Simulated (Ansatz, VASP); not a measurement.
# Two plane-wave programs on Ge

```xyz
1
Lattice="0.0000 2.0984 2.0984 2.0984 0.0000 2.0984 2.0984 2.0984 0.0000" Properties=species:S:1:pos:R:3 pbc="T T T"
Ge    0.0000    0.0000    0.0000
```

This isn't the form of Ge at room conditions, which is diamond.

Alike in both runs: task single point; functional PBE; dispersion D3(BJ); k mesh 20 × 20 × 20; occupations gaussian, width 0.15 eV; no spin polarisation.

```csv
,VASP,Ansatz
version,VASP 6.6.1,Ansatz 0.2.0
potentials or method,"VASP PAW PBE potentials, release 64 (Ge_d)","scalar-relativistic, plane waves, PAW"
plane-wave cutoff (eV),520,420
valence electrons in the cell,14,14
```

|  | VASP | Ansatz | Ansatz less VASP |
| --- | --- | --- | --- |
| gap on the k mesh at the Fermi level (eV) | none | none | - |
| pressure (GPa) | 0.8 | 0.8 | +0.07 |

A gap of «none» marks a metal or a gap that the smearing closes.

Caveats: pairwise dispersion overbinds metals, which lowers pressure and volume.
